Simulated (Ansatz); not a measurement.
What does this script print? It uses Ansatz 0.2.0, Python API.

Contents of `POSCAR_zr`:
```text
Zr
1.0
  -1.81000000    1.81000000    1.81000000
   1.81000000   -1.81000000    1.81000000
   1.81000000    1.81000000   -1.81000000
Zr
1
Direct
   0.00000000    0.00000000    0.00000000
```

`dfpt_zr.py`:
```python
'''Zone-centre and zone-boundary phonons of Zr by linear response.'''

from dataclasses import dataclass
from pathlib import Path
import warnings

import ansatz as az
from ase.io import read
import numpy as np


@dataclass(frozen=True)
class Options:
    scf_tol: float = 1e-06
    xc: str = 'PBE'
    vdw: str = 'd3bj'
    smearing: str = 'fermi_dirac'
    width_ev: float = 0.01
    ecut: int = 380
    kmesh: tuple[int, ...] = (10, 10, 10)


opts = Options()

warnings.simplefilter('ignore', az.DeckWarning)

atoms = read('POSCAR_zr', format='vasp')
crystal = az.Crystal.from_ase(atoms)

model = crystal.calculation()
model = model.scf(tolerance=opts.scf_tol, lower_state_search='standard')
model = model.functional(opts.xc, dispersion=opts.vdw)
model = model.occupations(opts.smearing, width=opts.width_ev)
model = model.basis(opts.ecut)
model = model.mixing('msr1').kpoints(*opts.kmesh)
model = model.phonons('dfpt', points=[(0, 0, 0), (0.5, 0, 0), (0, 0, 0.5)])
out = model.run(threads=1, backend='cpu', runs_dir='runs')
ph = out.phonons

for q in ph.qpoints:
    thz = np.asarray(q.omega_inv_cm) / 33.35641
    print('q = ({:.2f}, {:.2f}, {:.2f})'.format(*q.q_frac), np.round(thz, 2) + 0.0, 'THz')
```

Running `python dfpt_zr.py` prints:
```text
q = (0.00, 0.00, 0.00) [0. 0. 0.] THz
q = (0.50, 0.00, 0.00) [-2.47 -2.02  2.99] THz
q = (0.00, 0.00, 0.50) [-2.47 -2.02  2.99] THz
```

Notes:
- These settings explore the input space; cutoff and mesh may be short of convergence.
- The cutoff lies under the one recommended for these potentials.
- The cell isn't relaxed first, so the values belong to this volume.
- Dispersion corrections can be off by several per cent in the lattices of metals, and by several GPa in the pressure at a fixed cell.
- For a metal this k-point mesh is coarse: on a finer one energies can move by several to tens of meV an atom and pressures by half a GPa or more, differences at one mesh by less.
- A negative frequency stands for an imaginary mode.
- This isn't the structure that Zr takes at ambient conditions.
- The structure is taken as given; imaginary modes can come from an unrelaxed or unstable start. Phonons of metals also depend on mesh and smearing.
- The script silences the warnings on its input, which a real study should read.
- Run time: 38 s on 1 thread of Arm Neoverse N1, with other jobs on the host, peak memory 0.55 GiB.

(Lines on the test bed's own set-up are left out of the output.)
